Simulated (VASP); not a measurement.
# TaC (Fm-3m) in VASP: a series of runs

The runs below take TaC through relaxation of cell and atoms, with PBEsol.

Program: VASP 6.6.1. These are calculated values, not measurements. Logs are shortened: lines on timing, memory, paths and dates and some standing lists are left out, and cuts for length are marked.

## 1. The structure

Symmetry: Fm-3m, No. 225, cubic system. The conventional cell has a = 4.446 Å, b = 4.446 Å, c = 4.446 Å, α = 90.00°, β = 90.00°, γ = 90.00°. Ta (site symmetry m-3m) has 6 C at 2.22 Å as nearest neighbours. Around C (site symmetry m-3m) lie 6 Ta at 2.22 Å.

## 2. Relaxation of cell and atoms, PBEsol

Contents of INCAR:

```
PREC = Accurate
ENCUT = 520
EDIFF = 1E-7
ISMEAR = 0
SIGMA = 0.1
LREAL = F
LASPH = T
NELM = 60
ALGO = Normal
ISIF = 3
LWAVE = F
LCHARG = F
GGA = PS
IBRION = 2
NSW = 80
EDIFFG = -0.002
```

Contents of KPOINTS:

```
regular mesh
0
Gamma
  16 16 16
```

Contents of POSCAR:

```
TaC
1.0
    0.0000000000      2.2230000000      2.2230000000
    2.2230000000      0.0000000000      2.2230000000
    2.2230000000      2.2230000000      0.0000000000
Ta C
1 1
Direct
    0.0000000000      0.0000000000      0.0000000000
    0.5000000000      0.5000000000      0.5000000000
```

Potentials or basis: VASP PAW PBE potentials, release 64 (Ta_pv, C).

Run with:

```bash
$ cat potpaw_PBE.64/Ta_pv/POTCAR potpaw_PBE.64/C/POTCAR > POTCAR
$ mpirun -np 1 vasp_std > vasp.out
```

OUTCAR:

```text
PREC = Accurate
   ENCUT = 520
   EDIFF = 1E-7
   ISMEAR = 0
   LREAL = F
   LASPH = T
   NELM = 60
   ISIF = 3
   GGA = PS
   IBRION = 2
   NSW = 80
   EDIFFG = -0.002

 ion  position               nearest neighbor table
   1  0.000  0.000  0.000-   2 2.22   2 2.22   2 2.22   2 2.22   2 2.22   2 2.22
   2  0.500  0.500  0.500-   1 2.22   1 2.22   1 2.22   1 2.22   1 2.22   1 2.22

  LATTYP: Found a face centered cubic cell.
 ALAT       =     4.4460000000

  Lattice vectors:

 A1 = (   0.0000000000,   2.2230000000,   2.2230000000)
 A2 = (   2.2230000000,   0.0000000000,   2.2230000000)
 A3 = (   2.2230000000,   2.2230000000,   0.0000000000)

Analysis of symmetry for initial positions (statically):
=====================================================================
 Subroutine PRICEL returns:
 Original cell was already a primitive cell.

 Routine SETGRP: Setting up the symmetry group for a
 face centered cubic supercell.

 Subroutine GETGRP returns: Found 48 space group operations
 (whereof 48 operations were pure point group operations)
 out of a pool of 48 trial point group operations.

The static configuration has the point symmetry O_h .

Analysis of symmetry for dynamics (positions and initial velocities):
=====================================================================
 Subroutine PRICEL returns:
 Original cell was already a primitive cell.

 Routine SETGRP: Setting up the symmetry group for a
 face centered cubic supercell.

 Subroutine GETGRP returns: Found 48 space group operations
 (whereof 48 operations were pure point group operations)
 out of a pool of 48 trial point group operations.

The dynamic configuration has the point symmetry O_h .

 Subroutine INISYM returns: Found 48 space group operations
 (whereof 48 operations are pure point group operations),
 and found     1 'primitive' translations

----------------------------------------------------------------------------------------

                                     Primitive cell

  volume of cell :      21.9709

  direct lattice vectors                    reciprocal lattice vectors
     0.000000000  2.223000000  2.223000000    -0.224921278  0.224921278  0.224921278
     2.223000000  0.000000000  2.223000000     0.224921278 -0.224921278  0.224921278
     2.223000000  2.223000000  0.000000000     0.224921278  0.224921278 -0.224921278

  length of vectors
[... 103 lines left out ...]
  volume/ion in A,a.u.               =      10.99        74.13
  Fermi-wavevector in a.u.,A,eV,Ry     =   1.441526  2.724089 28.272865  2.077997
  Thomas-Fermi vector in A             =   2.560148
   LORBIT       =      0    0 simple, 1 ext, 2 COOP (PROOUT), +10 PAW based schemes
   GGA     = PS    functional components
   LHFCALC =     F    Hartree Fock is set to
   AEXX    =    0.0000 exact exchange contribution
   IVDW    =     0    specifies the selected vdW correction
   LEPSILON=     F    determine dielectric tensor
   LRPA    =     F    only Hartree local field effects (RPA)
 conjugate gradient relaxation of ions
 non-spin polarized calculation
 Gauss-broadening in eV      SIGMA  =   0.10
  energy-cutoff  :      520.00
  volume of cell :       21.97
 maximum number of plane-waves:       609
   NGX = 11   NGY = 11   NGZ = 11

--------------------------------------- Ionic step        1  -------------------------------------------

 number of electron      15.0000001 magnetization

 Free energy of the ion-electron system (eV)
  ---------------------------------------------------
  ext. energy  EPLUGINS =         0.00000000
  ---------------------------------------------------
  free energy    TOTEN  =       -23.52734519 eV

  energy without entropy =      -23.52571197  energy(sigma->0) =      -23.52652858

------------------------ aborting loop because EDIFF is reached ----------------------------------------

  FORCE on cell =-STRESS in cart. coord.  units (eV):
  Direction    XX          YY          ZZ          XY          YZ          ZX
  --------------------------------------------------------------------------------------
  -------------------------------------------------------------------------------------
  Total       -0.0854101     -0.0854101     -0.0854101      0.0000000      0.0000000      0.0000000
  in kB       -6.2283240     -6.2283240     -6.2283240      0.0000000      0.0000000      0.0000000
  external PRESSURE =      -6.2283240 kB  Pullay stress =       0.0000000 kB
[... 59 lines left out ...]
--------------------------------------- Ionic step        3  -------------------------------------------

 number of electron      15.0000001 magnetization

 Free energy of the ion-electron system (eV)
  ---------------------------------------------------
  ext. energy  EPLUGINS =         0.00000000
  ---------------------------------------------------
  free energy    TOTEN  =       -23.52742472 eV

  energy without entropy =      -23.52579460  energy(sigma->0) =      -23.52660966

 E-fermi :   8.2917     XC(G=0): -13.3681

 val. band max:        8.2653769264   @ k =   0.4375   0.1875   0.0625
 cond. band min:       8.3141311878   @ k =   0.1250   0.0625   0.0000
 fundamental gap:      0.0487542614
 Fermi energy:         8.2916660352

 k-point     1 :       0.0000    0.0000    0.0000
  band No.  band energies     occupation
      1     -26.6522      2.00000
      2     -26.6522      2.00000
      3     -26.6522      2.00000
      4      -6.5207      2.00000
      5       6.9472      2.00000
      6       6.9472      2.00000
      7       6.9472      2.00000
      8       7.8813      2.00000
      9       7.8813      2.00000
     10       7.8813      2.00000
     11       8.9681      0.00000
[... 309 lines left out ...]
 k-point    24 :      -0.0625    0.0625    0.0000
  band No.  band energies     occupation
      1     -26.7240      2.00000
      2     -26.6724      2.00000
      3     -26.6545      2.00000
      4      -6.2238      2.00000
      5       5.8581      2.00000
      6       6.0305      2.00000
      7       6.1874      2.00000
      8       7.1180      2.00000
      9       8.0474      1.99945
     10       8.6667      0.00000
     11       9.9700      0.00000

 [... further k-points ...]

------------------------ aborting loop because EDIFF is reached ----------------------------------------

  FORCE on cell =-STRESS in cart. coord.  units (eV):
  Direction    XX          YY          ZZ          XY          YZ          ZX
  --------------------------------------------------------------------------------------
  -------------------------------------------------------------------------------------
  Total        0.0010254      0.0010254      0.0010254      0.0000000     -0.0000000     -0.0000000
  in kB        0.0749107      0.0749107      0.0749107      0.0000000     -0.0000000     -0.0000000
  external PRESSURE =       0.0749107 kB  Pullay stress =       0.0000000 kB
[... 17 lines left out ...]
  FREE ENERGIE OF THE ION-ELECTRON SYSTEM (eV)
  ---------------------------------------------------
  free  energy   TOTEN  =       -23.5274247190 eV

  energy  without entropy=      -23.5257946033  energy(sigma->0) =      -23.52660966

 reached required accuracy - stopping structural energy minimisation
```

OSZICAR:

```text
N       E                     dE             d eps       ncg     rms          rms(c)
DAV:   1     0.772092654151E+02    0.77209E+02   -0.83168E+03  3190   0.134E+03
DAV:   2    -0.234064493011E+02   -0.10062E+03   -0.96642E+02  3682   0.321E+02
DAV:   3    -0.267290649937E+02   -0.33226E+01   -0.32267E+01  4053   0.510E+01
[... 22 lines left out ...]
DAV:   2    -0.235276657682E+02    0.89881E-03   -0.13509E-03  3268   0.483E-01    0.144E-01
DAV:   3    -0.235274354857E+02    0.23028E-03   -0.46640E-04  3418   0.249E-01    0.199E-02
DAV:   4    -0.235274255604E+02    0.99253E-05   -0.28375E-05  3819   0.648E-02    0.185E-02
DAV:   5    -0.235274247627E+02    0.79770E-06   -0.23844E-06  3760   0.154E-02    0.202E-03
DAV:   6    -0.235274247190E+02    0.43685E-07   -0.83553E-08  1934   0.342E-03
   3 F= -.23527425E+02 E0= -.23526610E+02  d E =-.795326E-04
```

CONTCAR:

```text
TaC
   1.00000000000000
     0.0000000000000000    2.2216390163404456    2.2216390163404456
     2.2216390163404456    0.0000000000000000    2.2216390163404456
     2.2216390163404456    2.2216390163404456    0.0000000000000000
  Ta              C
     1     1
Direct
     0.0000000000000000    0.0000000000000000    0.0000000000000000
     0.5000000000000000    0.5000000000000000    0.5000000000000000

  0.00000000E+00  0.00000000E+00  0.00000000E+00
  0.00000000E+00  0.00000000E+00  0.00000000E+00
```

It took 20 s on 1 thread of Intel Xeon 6975P-C (Granite Rapids), shared host; peak memory 0.18 GiB.

Results:

```yaml
Free_energy: -23.5274 eV
Relaxed_volume: 10.97 Å³/atom
Relaxed_cell: a = 3.142 Å, b = 3.142 Å, c = 3.142 Å, α = 60.00°, β = 60.00°, γ = 60.00°
Space_group_after_relaxing_to_0.05_Å: Fm-3m (No. 225)
Energy_gained_by_relaxing: 0.0 meV/atom
Ionic_steps: 3
Pressure_after_relaxing: 0.0 GPa
Band_gap_on_the_k_mesh: none (metal or under the smearing width)
```

Final structure:
```cif
data_structure
_symmetry_space_group_name_H-M 'P 1'
_symmetry_Int_Tables_number 1
_cell_length_a 3.1419
_cell_length_b 3.1419
_cell_length_c 3.1419
_cell_angle_alpha 60.000
_cell_angle_beta 60.000
_cell_angle_gamma 60.000
_cell_volume 21.93
loop_
_atom_site_label
_atom_site_type_symbol
_atom_site_fract_x
_atom_site_fract_y
_atom_site_fract_z
_atom_site_occupancy
Ta1 Ta 0.00000 0.00000 0.00000 1
C1 C 0.50000 0.50000 0.50000 1
```

Caveat: the PAW data sets were made with another functional, which shifts forces and pressure a little.

## 3. Relaxation of cell and atoms, PBEsol

INCAR is that of step 2.

KPOINTS is that of step 2.

Contents of POSCAR:

```
TaC                                     
1.0
    0.0000000000      2.2216390163      2.2216390163
    2.2216390163      0.0000000000      2.2216390163
    2.2216390163      2.2216390163      0.0000000000
  Ta              C             
     1     1
Direct
     0.0000000000000000    0.0000000000000000    0.0000000000000000
     0.5000000000000000    0.5000000000000000    0.5000000000000000
```

Potentials or basis: VASP PAW PBE potentials, release 64 (Ta_pv, C).

Run with:

```bash
$ cat potpaw_PBE.64/Ta_pv/POTCAR potpaw_PBE.64/C/POTCAR > POTCAR
$ mpirun -np 1 vasp_std > vasp.out
```

OUTCAR:

```text
PREC = Accurate
   ENCUT = 520
   EDIFF = 1E-7
   ISMEAR = 0
   LREAL = F
   LASPH = T
   NELM = 60
   ISIF = 3
   GGA = PS
   IBRION = 2
   NSW = 80
   EDIFFG = -0.002

 ion  position               nearest neighbor table
   1  0.000  0.000  0.000-   2 2.22   2 2.22   2 2.22   2 2.22   2 2.22   2 2.22
   2  0.500  0.500  0.500-   1 2.22   1 2.22   1 2.22   1 2.22   1 2.22   1 2.22

  LATTYP: Found a face centered cubic cell.
 ALAT       =     4.4432780326

  Lattice vectors:
[... 527 lines left out ...]

  FORCE on cell =-STRESS in cart. coord.  units (eV):
  Direction    XX          YY          ZZ          XY          YZ          ZX
  --------------------------------------------------------------------------------------
  -------------------------------------------------------------------------------------
  Total        0.0012617      0.0012617      0.0012617     -0.0000000     -0.0000000     -0.0000000
  in kB        0.0921739      0.0921739      0.0921739     -0.0000000     -0.0000000     -0.0000000
  external PRESSURE =       0.0921739 kB  Pullay stress =       0.0000000 kB

 VOLUME and BASIS-vectors are now :
 -----------------------------------------------------------------------------
  energy-cutoff  :      520.00
  volume of cell :       21.93
      direct lattice vectors                 reciprocal lattice vectors
     0.000000000  2.221639016  2.221639016    -0.225059065  0.225059065  0.225059065
     2.221639016  0.000000000  2.221639016     0.225059065 -0.225059065  0.225059065
     2.221639016  2.221639016  0.000000000     0.225059065  0.225059065 -0.225059065

 POSITION                                       TOTAL-FORCE (eV/Angst)
 -----------------------------------------------------------------------------------
      0.00000      0.00000      0.00000        -0.000000     -0.000000     -0.000000
      2.22164      2.22164      2.22164         0.000000      0.000000      0.000000
 -----------------------------------------------------------------------------------
    total drift:                                0.000000     -0.000000     -0.000000

  FREE ENERGIE OF THE ION-ELECTRON SYSTEM (eV)
  ---------------------------------------------------
  free  energy   TOTEN  =       -23.5274033823 eV

  energy  without entropy=      -23.5257732351  energy(sigma->0) =      -23.52658831

 reached required accuracy - stopping structural energy minimisation
```

Run time: 11 s. Hardware: 1 thread of Intel Xeon 6975P-C (Granite Rapids), shared host; peak memory 0.17 GiB.

Results:

| Property | Result |
| --- | --- |
| Free energy | -23.5274 eV |
| Pressure after relaxing | 0.0 GPa |
| Band gap on the k mesh | none (metal or under the smearing width) |

Final structure:
```cif
data_structure
_symmetry_space_group_name_H-M 'P 1'
_symmetry_Int_Tables_number 1
_cell_length_a 3.1419
_cell_length_b 3.1419
_cell_length_c 3.1419
_cell_angle_alpha 60.000
_cell_angle_beta 60.000
_cell_angle_gamma 60.000
_cell_volume 21.93
loop_
_atom_site_label
_atom_site_type_symbol
_atom_site_fract_x
_atom_site_fract_y
_atom_site_fract_z
_atom_site_occupancy
Ta1 Ta 0.00000 0.00000 0.00000 1
C1 C 0.50000 0.50000 0.50000 1
```

Caveat: the relaxation stopped at its first step, so nothing moved; the PAW data sets were made with another functional, which shifts forces and pressure a little. Spin-orbit coupling is left out, which matters for the levels of Ta.
